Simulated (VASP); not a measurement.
## VASP 6.6.1 run: KI

INCAR

```
NSW = 0
LREAL = .FALSE.
ISMEAR = -1
ENCUT = 520
ALGO = All
NBANDS = 15
GGA = PE
ISIF = 2
IBRION = -1
SIGMA = 0.02
LCHARG = .FALSE.
NELM = 55
LWAVE = .FALSE.
LASPH = .TRUE.
EDIFF = 1E-7
PREC = Accurate
```

KPOINTS

```
KPOINTS created by Atomic Simulation Environment
0
Monkhorst-Pack
2 2 2
0 0 0
```

POSCAR

```
K  I
 1.0000000000000000
    -0.0132196470000000    3.9526744507000000    3.9526744507000000
     3.9526744507000000   -0.0132196470000000    3.9526744507000000
     3.9526744507000000    3.9526744507000000   -0.0132196470000000
 K   I
   1   1
Cartesian
 -0.0013317010789686 -0.0013317010789686 -0.0013317010789686
  1.9743640146789687  1.9743640146789687  1.9743640146789687
```

The recommended PBE PAW datasets give the neutral cell 16 valence electrons.

Command

```
mpirun -np 1 vasp_std
```

Task: Predict the outcome of this run.

Result: It converged. Results: gap between bands v and c on the k mesh 4.76 eV; least direct gap on the k mesh 4.76 eV; pressure 0.2 GPa. Band v is the last that the valence electrons fill when counted band by band, and c is the next.

OSZICAR

```
N       E                     dE             d eps       ncg     rms           ort
DAV:   1     0.884591537767E+02    0.88459E+02   -0.66836E+03    30   0.874E+02
DAV:   2     0.812913250263E+00   -0.87646E+02   -0.84146E+02    30   0.196E+02
DAV:   3    -0.510386562022E+01   -0.59168E+01   -0.59009E+01    30   0.482E+01
DAV:   4    -0.556587343181E+01   -0.46201E+00   -0.46189E+00    30   0.102E+01
DAV:   5    -0.556683999425E+01   -0.96656E-03   -0.96656E-03    30   0.556E-01
SDA:   6    -0.515549364106E+01    0.41135E+00   -0.96656E-03    30   0.867E+00   0.000E+00
CGA:   7    -0.536124799305E+01   -0.20575E+00   -0.20619E+00    30   0.595E-01  -0.680E-02
CGA:   8    -0.537809388392E+01   -0.16846E-01   -0.16835E-01    30   0.196E-01   0.213E-03
CGA:   9    -0.538354831900E+01   -0.54544E-02   -0.54552E-02    30   0.764E-02  -0.164E-04
CGA:  10    -0.538535767438E+01   -0.18094E-02   -0.18094E-02    30   0.189E-02  -0.154E-05
CGA:  11    -0.538585141359E+01   -0.49374E-03   -0.49320E-03    30   0.414E-03   0.131E-04
CGA:  12    -0.538595877447E+01   -0.10736E-03   -0.10740E-03    30   0.830E-04  -0.129E-05
CGA:  13    -0.538598602815E+01   -0.27254E-04   -0.27380E-04    30   0.267E-04  -0.122E-05
CGA:  14    -0.538599619859E+01   -0.10170E-04   -0.99239E-05    30   0.113E-04   0.177E-05
CGA:  15    -0.538600090799E+01   -0.47094E-05   -0.45775E-05    30   0.490E-05   0.104E-05
CGA:  16    -0.538600315135E+01   -0.22434E-05   -0.23214E-05    30   0.183E-05  -0.460E-06
CGA:  17    -0.538600380998E+01   -0.65863E-06   -0.69527E-06    30   0.547E-06  -0.267E-06
CGA:  18    -0.538600397920E+01   -0.16922E-06   -0.16860E-06    30   0.147E-06   0.961E-08
SDA:  19    -0.538600404457E+01   -0.65369E-07   -0.88916E-07    30   0.121E-06  -0.802E-07
   1 F= -.53860040E+01 E0= -.53860040E+01  d E =-.980413E-12
```

These settings aren't sound, so the numbers aren't properties of the crystal. The shifted mesh misses Γ, so a band edge there is missed.

On sound settings PBE gives a gap of 3.93 eV on its mesh and a pressure of 0.2 GPa for the intended cell.
